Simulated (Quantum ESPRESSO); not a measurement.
# MoS2 in Quantum ESPRESSO: work function with PBE+D2

Aim: the work function of MoS2 with PBE+D2.

Program: Quantum ESPRESSO 7.5. These are calculated values, not measurements. Logs are shortened: lines on timing, memory, paths and dates and some standing lists are left out, and cuts for length are marked.

## 1. The structure

The cell holds a slab with vacuum, 12 atoms: a = 6.326 Å, b = 6.326 Å, c = 21.775 Å, α = 90.00°, β = 90.00°, γ = 120.00°.

## 2. Work function, PBE+D2, slab alone

pw.in

```
&CONTROL
  calculation = 'scf'
  prefix = 'pwscf'
  outdir = './tmp'
  pseudo_dir = './pseudo'
  tprnfor = .true.
  disk_io = 'low'
  tefield = .true.
  dipfield = .true.
/
&SYSTEM
  ibrav = 0
  celldm(1) = 8
  nat = 12
  ntyp = 2
  ecutwfc = 40
  ecutrho = 200
  nbnd = 67
  occupations = 'smearing'
  smearing = 'fd'
  degauss = 0.00367493
  vdw_corr = 'grimme-d2'
  edir = 3
  emaxpos = 0.9134
  eopreg = 0.0459
  eamp = 0
/
&ELECTRONS
  conv_thr = 1.2d-08
  electron_maxstep = 150
  mixing_beta = 0.3
  mixing_mode = 'local-TF'
  tqr = .true.
/
ATOMIC_SPECIES
S     32.0600 s_pbe_v1.4.uspp.F.UPF
Mo    95.9500 mo_pbe_v1.uspp.F.UPF
CELL_PARAMETERS alat
  1.4943012701513  -0.0000000000000   0.0000000000000
 -0.7471506351111   1.2941028608714   0.0000000000000
  0.0000000000000   0.0000000000000   5.1435022418679
ATOMIC_POSITIONS crystal
S      0.6666666800    0.3333332800    0.3674006600
S      0.6666665800    0.8333332800    0.3674006600
S      0.1666666400    0.3333332800    0.3674006600
S      0.1666667000    0.8333332800    0.3674006600
Mo     0.3333333100    0.1666667300    0.4363825700
Mo     0.3333333700    0.6666667300    0.4363825700
Mo     0.8333333500    0.1666667300    0.4363825700
Mo     0.8333334100    0.6666667300    0.4363825700
S      0.6666666800    0.3333332800    0.5053363300
S      0.6666665800    0.8333332800    0.5053363300
S      0.1666666400    0.3333332800    0.5053363300
S      0.1666667000    0.8333332800    0.5053363300
K_POINTS automatic
3 3 1 0 0 0
```

pp_density.in

```
&INPUTPP
  prefix = 'pwscf'
  outdir = './tmp'
  filplot = 'density.dat'
  plot_num = 0
/
&PLOT
  nfile = 1
  filepp(1) = 'density.dat'
  iflag = 3
  output_format = 6
  fileout = 'density.cube'
/
```

pp_potential.in

```
&INPUTPP
  prefix = 'pwscf'
  outdir = './tmp'
  filplot = 'potential.dat'
  plot_num = 11
/
&PLOT
  nfile = 1
  filepp(1) = 'potential.dat'
  iflag = 3
  output_format = 6
  fileout = 'potential.cube'
/
```

Potentials or basis: GBRV 1.5 PBE.

The run is started by

```bash
$ OMP_NUM_THREADS=1 mpirun -n 4 pw.x -in pw.in > pw.out
$ OMP_NUM_THREADS=1 mpirun -n 1 pp.x -in pp_density.in > pp_density.out
$ OMP_NUM_THREADS=1 mpirun -n 1 pp.x -in pp_potential.in > pp_potential.out
```

pw.out:

```text
This program is part of the open-source Quantum ESPRESSO suite
     for quantum simulation of materials; please cite
         "P. Giannozzi et al., J. Phys.:Condens. Matter 21 395502 (2009);
         "P. Giannozzi et al., J. Phys.:Condens. Matter 29 465901 (2017);
         "P. Giannozzi et al., J. Chem. Phys. 152 154105 (2020);
     in publications or presentations arising from this work. More details at

     Presently no symmetry can be used with electric field

     Found identity + ( -0.0000  0.5000  0.0000) symmetry
     This is a supercell, fractional translations are disabled

     Subspace diagonalization in iterative solution of the eigenvalue problem:
     a serial algorithm will be used

     --------------------
     sticks:   dense  smooth     PW     G-vecs:    dense   smooth      PW
     Min         488     393    108                60757    43499    6380
     Max         490     394    109                60768    43504    6393
     Sum        1957    1573    433               243053   174009   25539

     Using Slab Decomposition

     bravais-lattice index     =            0
     lattice parameter (alat)  =       8.0000  a.u.
     unit-cell volume          =    5092.5565 (a.u.)^3
     number of atoms/cell      =           12
     number of atomic types    =            2
     number of electrons       =       104.00
     number of Kohn-Sham states=           67
     kinetic-energy cutoff     =      40.0000  Ry
     charge density cutoff     =     200.0000  Ry
     scf convergence threshold =      1.2E-08
     mixing beta               =       0.3000
     number of iterations used =            8  local-TF  mixing
     Exchange-correlation= SLA  PW   PBE  PBE
                           (   1   4   3   4   0   0   0)

     celldm(1)=   8.000000  celldm(2)=   0.000000  celldm(3)=   0.000000
     celldm(4)=   0.000000  celldm(5)=   0.000000  celldm(6)=   0.000000

     crystal axes: (cart. coord. in units of alat)
               a(1) = (   1.494301  -0.000000   0.000000 )
               a(2) = (  -0.747151   1.294103   0.000000 )
               a(3) = (   0.000000   0.000000   5.143502 )

     reciprocal axes: (cart. coord. in units 2 pi/alat)
               b(1) = (  0.669209  0.386368 -0.000000 )
               b(2) = (  0.000000  0.772736 -0.000000 )
               b(3) = ( -0.000000 -0.000000  0.194420 )

     PseudoPot. # 1 for S  read from file:
     s_pbe_v1.4.uspp.F.UPF
     Pseudo is Ultrasoft + core correction, Zval =  6.0
     Generated by new atomic code, or converted to UPF format
     Using radial grid of  907 points,  6 beta functions with:
                l(1) =   0
                l(2) =   0
                l(3) =   1
                l(4) =   1
                l(5) =   2
                l(6) =   2
     Q(r) pseudized with  8 coefficients,  rinner =    1.300   1.300   1.300
                                                       1.300   1.300

     PseudoPot. # 2 for Mo read from file:
     mo_pbe_v1.uspp.F.UPF
     Pseudo is Ultrasoft + core correction, Zval = 14.0
[... 62 lines left out ...]

     negative rho (up, down):  1.248E-02 0.000E+00

     Adding external electric field

     Computed dipole along edir(3) :
        Dipole                0.0000 Ry au,          0.0000 Debye
        Dipole field          0.0000 Ry au,

        Potential amp.       -0.0000 Ry
        Total length         39.2593 bohr

     Starting wfcs are   84 randomized atomic wfcs

     Self-consistent Calculation

     iteration #  1     ecut=    40.00 Ry     beta= 0.30
     Davidson diagonalization with overlap
     ethr =  1.00E-02,  avg # of iterations =  2.2

     Threshold (ethr) on eigenvalues was too large:
     Diagonalizing with lowered threshold

     Davidson diagonalization with overlap
     ethr =  3.31E-04,  avg # of iterations =  3.2

     negative rho (up, down):  8.365E-03 0.000E+00
[... 331 lines left out ...]
        Potential amp.        0.0000 Ry
        Total length         39.2593 bohr

     End of self-consistent calculation

          k = 0.0000 0.0000 0.0000 ( 21611 PWs)   bands (ev):

   -62.2066 -62.1646 -62.1646 -62.1646 -36.5705 -36.5704 -36.5704 -36.3747
   -36.2889 -36.2889 -36.2889 -36.2519 -36.2519 -36.2519 -36.1571 -36.1571
   -15.7196 -14.1687 -13.7937 -13.7937 -13.7937 -13.5324 -13.5324 -13.5324
    -7.3406  -7.3406  -7.3406  -7.2085  -6.2396  -6.2396  -6.2396  -5.6138
    -5.6138  -5.6138  -4.8085  -4.8085  -4.8085  -4.3338  -4.3338  -3.1148
    -3.1148  -3.1041  -3.1041  -3.1041  -3.0062  -2.4900  -2.4900  -2.4900
    -1.9993  -1.9993  -1.9993  -1.1774   0.8908   0.8908   0.8908   1.4726
     1.4726   1.4726   1.4811   1.4811   1.8983   1.8983   2.7069   2.7070
     2.7070   3.2837   3.2837
[... 27 lines left out ...]
   -62.1804 -62.1804 -62.1804 -62.1593 -36.4723 -36.4168 -36.3992 -36.3992
   -36.3992 -36.3213 -36.3213 -36.3213 -36.2782 -36.2366 -36.2366 -36.2366
   -14.6221 -14.6221 -14.6221 -13.7930 -13.7930 -13.7930 -13.5182 -13.3775
    -7.0632  -6.6124  -6.6124  -6.6124  -6.0963  -5.6099  -5.3377  -5.3377
    -5.3377  -5.2487  -5.2487  -5.2487  -5.0534  -4.6946  -4.6946  -4.6946
    -4.2370  -3.5440  -3.5440  -3.5440  -3.4062  -2.2990  -2.2990  -2.2990
    -2.1841  -2.1841  -2.1841  -1.4505   0.1787   0.7643   0.7643   0.7643
     1.2511   1.2511   1.2511   1.4310   1.4310   1.4310   1.9712   2.4323
     3.1048   3.1048   3.1048

          k = 0.2231-0.1288 0.0000 ( 21759 PWs)   bands (ev):

   -62.1961 -62.1751 -62.1646 -62.1646 -36.5193 -36.5193 -36.4696 -36.3534
   -36.3105 -36.3054 -36.3054 -36.2890 -36.2890 -36.2630 -36.2284 -36.1810
   -15.3082 -14.3645 -14.0287 -13.8111 -13.8111 -13.7135 -13.5097 -13.5097
    -6.9029  -6.8997  -6.8997  -6.8177  -6.4799  -6.4799  -5.6694  -5.3931
    -5.3415  -5.3415  -5.0300  -4.6696  -4.6696  -4.4851  -4.4175  -3.8991
    -3.8331  -3.8331  -3.6740  -2.9646  -2.9531  -2.9531  -2.8534  -2.3651
    -2.3517  -1.9680  -1.9680  -1.5319   0.9143   0.9143   0.9427   1.1609
     1.1704   1.3192   1.4628   1.5180   1.5180   2.1474   2.2129   2.2129
     2.2199   3.0135   3.3648

     the Fermi energy is    -0.5163 ev

!    total energy              =    -751.07347785 Ry
     estimated scf accuracy    <          5.0E-09 Ry
     smearing contrib. (-TS)   =      -0.00000004 Ry
     internal energy E=F+TS    =    -751.07347781 Ry

     The total energy is F=E-TS. E is the sum of the following terms:
     one-electron contribution =   -5177.13827117 Ry
     hartree contribution      =    2588.61713519 Ry
     xc contribution           =    -145.59857079 Ry
     ewald contribution        =    1983.22131914 Ry
     Dispersion Correction     =      -0.17509018 Ry
     electric field correction =       0.00000000 Ry

     convergence has been achieved in  19 iterations

     negative rho (up, down):  1.382E-02 0.000E+00

     Forces acting on atoms (cartesian axes, Ry/au):

     atom    1 type  1   force =    -0.00000047    0.00000037   -0.05210655
     atom    2 type  1   force =     0.00000054    0.00000029   -0.05210640
     atom    3 type  1   force =     0.00000021    0.00000001   -0.05210668
     atom    4 type  1   force =    -0.00000051    0.00000059   -0.05210652
     atom    5 type  2   force =     0.00000049   -0.00000039    0.00124818
     atom    6 type  2   force =    -0.00000010   -0.00000080    0.00124795
     atom    7 type  2   force =     0.00000019   -0.00000060    0.00124803
     atom    8 type  2   force =    -0.00000004   -0.00000060    0.00124799
     atom    9 type  1   force =    -0.00000049    0.00000031    0.05085859
     atom   10 type  1   force =     0.00000049    0.00000026    0.05085840
     atom   11 type  1   force =     0.00000013   -0.00000000    0.05085859
     atom   12 type  1   force =    -0.00000044    0.00000055    0.05085843

     Total force =     0.145647     Total SCF correction =     0.000192

=------------------------------------------------------------------------------=
   JOB DONE.
=------------------------------------------------------------------------------=
```

It took 2.3 min on 4 MPI ranks of Intel Xeon at 2.70GHz, shared host; peak memory 0.8 GiB.

Results:

```
Free energy                            : -10218.8753 eV
Largest force                          : 1.340 eV/Å
Band gap on the k mesh                 : 1.36 eV
Dipole across the slab                 : 0.00 D
Ionisation potential of the upper face : 5.80 eV
Electron affinity of the upper face    : 4.44 eV
```

Forces in eV/Å, atoms in the order of the input:
```
S    0.000  0.000 -1.340
S    0.000  0.000 -1.340
S    0.000  0.000 -1.340
S    0.000  0.000 -1.340
Mo   0.000  0.000  0.032
Mo   0.000  0.000  0.032
Mo   0.000  0.000  0.032
Mo   0.000  0.000  0.032
S    0.000  0.000  1.308
S    0.000  0.000  1.308
S    0.000  0.000  1.308
S    0.000  0.000  1.308
```

Caveat: real space augmentation costs some meV and hundredths of eV per Å; ionisation potential and electron affinity come from Kohn-Sham levels, which understate the gap.
